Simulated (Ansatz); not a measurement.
Method: DFT PBE, scalar-relativistic, plane waves, PAW in Ansatz.

Levels along Γ–X–M–Γ–Z–R–A–Z | X–R | M–A, in eV from a zero inside the gap, sorted by energy at each point. Points in fractions of the primitive reciprocal vectors: Γ (0.000 0.000 0.000), X (0.000 0.500 0.000), M (0.500 0.500 0.000), Z (0.000 0.000 0.500), R (0.000 0.500 0.500), A (0.500 0.500 0.500).
```tsv
point	k (1/Å, with 2π)	band 9	band 10	band 11	band 12	band 13	band 14	band 15
Γ	0.000	-8.32	-3.35	-3.35	-2.34	2.83	3.11	7.24
-	0.099	-8.28	-3.57	-3.33	-2.22	2.91	3.14	6.90
-	0.199	-8.18	-4.05	-3.26	-2.04	2.89	3.49	6.26
-	0.298	-8.02	-4.60	-3.15	-1.95	2.83	4.14	5.57
-	0.397	-7.78	-5.17	-3.00	-1.95	2.82	4.93	4.98
-	0.497	-7.48	-5.72	-2.82	-2.05	2.91	4.35	5.95
-	0.596	-7.12	-6.24	-2.62	-2.21	3.12	3.85	7.02
X	0.696	-6.71	-6.71	-2.41	-2.41	3.43	3.43	8.15
-	0.795	-6.68	-6.68	-2.52	-2.52	3.58	3.58	8.18
-	0.894	-6.59	-6.59	-2.81	-2.81	3.97	3.97	8.25
-	0.994	-6.44	-6.44	-3.20	-3.20	4.55	4.55	8.31
-	1.093	-6.24	-6.24	-3.65	-3.65	5.21	5.21	8.29
-	1.192	-6.00	-6.00	-4.08	-4.08	5.91	5.91	8.09
-	1.292	-5.77	-5.77	-4.45	-4.45	6.58	6.58	7.71
M	1.391	-5.64	-5.64	-4.62	-4.62	7.12	7.12	7.26
-	1.532	-6.07	-5.58	-4.57	-4.13	6.08	6.98	7.01
-	1.672	-6.70	-5.39	-4.43	-3.34	5.04	6.32	6.65
-	1.812	-7.26	-5.08	-4.21	-2.58	4.15	5.39	6.30
-	1.953	-7.72	-4.66	-3.94	-2.05	3.52	4.44	6.13
-	2.094	-8.05	-4.16	-3.66	-1.91	3.20	3.61	6.27
-	2.234	-8.25	-3.64	-3.44	-2.12	3.04	3.12	6.78
Γ	2.375	-8.32	-3.35	-3.35	-2.34	2.83	3.11	7.24
-	2.524	-8.24	-3.30	-3.30	-2.33	2.92	3.14	7.29
-	2.672	-8.01	-3.15	-3.15	-2.34	3.17	3.22	6.66
-	2.821	-7.63	-2.91	-2.91	-2.44	3.25	3.59	5.82
-	2.970	-7.12	-2.74	-2.62	-2.62	3.20	4.18	5.68
-	3.119	-6.47	-3.30	-2.32	-2.32	3.30	4.94	5.78
-	3.268	-5.72	-4.05	-2.08	-2.08	3.71	5.14	5.14
Z	3.417	-4.89	-4.89	-1.98	-1.98	4.41	4.41	4.91
-	3.517	-4.87	-4.87	-2.02	-2.02	4.17	4.17	5.09
-	3.616	-4.80	-4.80	-2.12	-2.12	3.83	3.83	5.31
-	3.715	-4.68	-4.68	-2.28	-2.28	3.55	3.55	5.42
-	3.815	-4.53	-4.53	-2.49	-2.49	3.38	3.38	5.37
-	3.914	-4.36	-4.36	-2.71	-2.71	3.29	3.29	5.17
-	4.013	-4.21	-4.21	-2.90	-2.90	3.27	3.27	4.98
R	4.113	-4.15	-4.15	-2.98	-2.98	3.27	3.27	4.91
-	4.212	-4.13	-4.13	-2.97	-2.97	3.14	3.14	4.71
-	4.311	-4.09	-4.09	-2.94	-2.94	2.85	2.85	4.26
-	4.411	-4.02	-4.02	-2.91	-2.91	2.51	2.51	3.73
-	4.510	-3.94	-3.94	-2.88	-2.88	2.22	2.22	3.21
-	4.610	-3.85	-3.85	-2.85	-2.85	2.03	2.03	2.76
-	4.709	-3.79	-3.79	-2.84	-2.84	1.96	1.96	2.43
A	4.808	-3.77	-3.77	-2.84	-2.84	1.96	1.96	2.29
-	4.949	-3.84	-3.80	-2.87	-2.80	1.84	2.18	2.36
-	5.089	-4.03	-3.93	-2.89	-2.70	1.85	2.57	2.79
-	5.230	-4.27	-4.17	-2.77	-2.54	2.08	2.91	3.62
-	5.370	-4.52	-4.45	-2.54	-2.35	2.49	3.38	4.47
-	5.511	-4.72	-4.69	-2.28	-2.17	3.07	3.95	4.81
-	5.651	-4.85	-4.84	-2.07	-2.03	3.78	4.55	4.57
Z	5.792	-4.89	-4.89	-1.98	-1.98	4.41	4.41	4.91
X	5.792	-6.71	-6.71	-2.41	-2.41	3.43	3.43	8.15
-	5.941	-6.63	-6.63	-2.38	-2.38	3.50	3.50	8.05
-	6.090	-6.42	-6.42	-2.31	-2.31	3.69	3.69	6.96
-	6.239	-6.07	-6.07	-2.23	-2.23	3.91	3.91	5.76
-	6.388	-5.61	-5.61	-2.22	-2.22	3.83	3.83	5.30
-	6.537	-5.05	-5.05	-2.38	-2.38	3.43	3.43	5.67
-	6.686	-4.47	-4.47	-2.72	-2.72	3.26	3.26	5.23
R	6.835	-4.15	-4.15	-2.98	-2.98	3.27	3.27	4.91
M	6.835	-5.64	-5.64	-4.62	-4.62	7.12	7.12	7.26
-	6.984	-5.58	-5.58	-4.55	-4.55	6.88	6.88	7.08
-	7.133	-5.38	-5.38	-4.38	-4.38	6.16	6.16	6.46
-	7.282	-5.08	-5.08	-4.09	-4.09	5.10	5.10	5.45
-	7.431	-4.68	-4.68	-3.72	-3.72	3.96	3.96	4.32
-	7.579	-4.26	-4.26	-3.32	-3.32	2.95	2.95	3.30
-	7.728	-3.91	-3.91	-2.98	-2.98	2.23	2.23	2.57
A	7.877	-3.77	-3.77	-2.84	-2.84	1.96	1.96	2.29
```

The cell has space group P4_2/mnm, 6 atoms and 24 electrons in the valence of the PAW potentials, and holds 2 elements, among them H; it is relaxed at this level.

Cutoff 420 eV, k mesh 6×6×8. No spin polarisation.

Task: Which material gives these bands?

Result: MgH$_{2}$, conventional cell a = 4.517 Å, b = 4.517 Å, c = 3.013 Å, α = 90.00°, β = 90.00°, γ = 90.00°. Other compounds weren't ruled out.

It comes from a database structure that was distorted and then relaxed.
